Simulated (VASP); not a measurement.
A run of VASP 6.6.1:

INCAR

```
PREC = Accurate
ENCUT = 520
EDIFF = 1E-7
ISMEAR = 0
SIGMA = 0.014
LREAL = False
LASPH = True
NELM = 60
ALGO = Fast
ISIF = 2
LWAVE = False
LCHARG = False
GGA = PE
```

KPOINTS

```
regular mesh
0
Gamma
  8 8 8
```

The input POSCAR:

```
HgSe
1.0
    0.0000000000      3.0390000000      3.0390000000
    3.0390000000      0.0000000000      3.0390000000
    3.0390000000      3.0390000000      0.0000000000
Hg Se
1 1
Direct
    0.0000000000      0.0000000000      0.0000000000
    0.7500000000      0.7500000000      0.7500000000
```

Potentials or basis: VASP PAW PBE potentials, release 64 (Hg, Se).

Run with:

```bash
$ cat potpaw_PBE.64/Hg/POTCAR potpaw_PBE.64/Se/POTCAR > POTCAR
$ mpirun -np 1 vasp_std > vasp.out
```

Hardware: 1 thread of Intel(R) Xeon(R) Platinum 8559C (Emerald Rapids), with other jobs on the host.

Task: Estimate the wall time of this run.

Result: It took 8.7 s on 1 thread of Intel(R) Xeon(R) Platinum 8559C (Emerald Rapids) (shared host), peak memory 0.18 GiB. Counts: scf iterations 13, k points 29.
